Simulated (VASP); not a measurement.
# AgCl: kinetic-energy density

AgCl, Fm-3m (no. 225), 2 atoms in the cell. PBE; PAW potentials Ag, Cl (PBE set).

## Input

INCAR:
```
PREC = Accurate ; ENCUT = 520
EDIFF = 1E-7 ; ISMEAR = 0
SIGMA = 0.02 ; LREAL = False
LASPH = True ; ALGO = Normal
NELM = 100 ; ISIF = 2
LWAVE = False ; LCHARG = True
LTAU = True
```

KPOINTS:
```
k-points
0
Gamma
  7 7 7
```

POSCAR:
```
AgCl
1.0
    0.0000000000      2.7350000000      2.7350000000
    2.7350000000      0.0000000000      2.7350000000
    2.7350000000      2.7350000000      0.0000000000
Ag Cl
1 1
Direct
    0.0000000000      0.0000000000      0.0000000000
    0.5000000000      0.5000000000      0.5000000000
```

Commands:
```
cat potpaw_PBE.64/Ag/POTCAR potpaw_PBE.64/Cl/POTCAR > POTCAR
mpirun -np 1 vasp_std > vasp.out
```

## Result

- Kinetic energy of the pseudo orbitals (eV): 383.46

VASP 6.6.1 took 9.5 s on 1 core (Intel Xeon Platinum 8488C (Sapphire Rapids)), a shared host.
